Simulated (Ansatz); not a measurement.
**TlBr at 12 GPa: from Born charge to LO–TO splitting and polaron coupling**

All numbers below come from DFT PBE+D3(BJ), scalar-relativistic, plane waves, PAW in Ansatz 0.2.0. Cutoff 420 eV, 8×8×8 k-points (Γ-centred), fixed occupations. No spin polarisation. Phonons by linear response, acoustic sum rule imposed.

The cell, relaxed at 12 GPa:
```
Tl Br
1.0
     3.64250    0.00000    0.00000
     0.00000    3.64250    0.00000
     0.00000    0.00000    3.64250
Tl Br
1 1
Direct
  0.00000 0.00000 0.00000
  0.50000 0.50000 0.50000
```

Spin–orbit coupling is left out, which matters for heavy elements. The run warned that the force constants aren't converged on this k mesh, so the frequencies and all that is formed from them are rough. The bands were filled as in an insulator; under compression the gap may have closed between mesh points.

Linear response gives ν_TO = 101.2 cm⁻¹, Born charges ±2.426 e (positive on Tl) and ε∞ = 8.654. The primitive cell holds 48.328 Å³, and the masses are 204.380 and 79.904 amu.

Problem. Find ν_LO and the static dielectric constant.

Solution. The long-wave field adds a restoring force: ω_LO² − ω_TO² = Z*²e²/(ε_vac ε∞ μV). In these units ν_LO² − ν_TO² = 4.92064×10⁷ Z*²/(μ V ε∞) cm⁻², with μ = m₁m₂/(m₁ + m₂) = 57.445 amu: 12056 cm⁻². So ν_LO = √(101.2² + 12056) = 149.3 cm⁻¹, and the run gives 149.3. Lyddane–Sachs–Teller then gives ε0 = ε∞ (ν_LO/ν_TO)² = 18.83, against 18.84 in the run (it forms both from the same three quantities, so the match checks the arithmetic only). Between ν_TO and ν_LO the dielectric function is negative and an undamped crystal reflects fully: a reststrahlen band from 67.0 to 98.8 μm.

Problem. What do the Clausius–Mossotti polarisability and the Szigeti charge come to?

Solution. With the Lorentz local field, α = (3V/4π)(ε∞ − 1)/(ε∞ + 2) = 8.29 Å³ for the pair, and e_S = 3Z*/(ε∞ + 2) = 0.68 e. The Born charge includes the electrons' response to the dipole's own local field, and e_S takes that enhancement out. The Lorentz field assumes point-like polarisable ions, a poor picture once ε∞ is this large, since the electron clouds then overlap or are shared, so both numbers are formal here.

Problem. How strongly does a slow electron couple to the LO mode?

Solution. For one isotropic parabolic band, Fröhlich's constant is α_F = (1/ε∞ − 1/ε0) √(m* Ry/ħω_LO), with Ry = 13.606 eV, ħω_LO = 18.5 meV and m* in free-electron masses: α_F = 0.0625 × 27.11 × √m* = 1.69 √m*. The band mass isn't part of this run; for m* = 0.1, 0.3 and 1 it gives 0.54, 0.93, 1.69. In weak coupling the polaron lies α_F ħω_LO below the band edge (17 meV at m* = 0.3) with a mass m*(1 + α_F/6); past α_F of about 5 or 6 that expansion fails. A semilocal functional's ε∞ tends to be too large, which taken alone lowers α_F.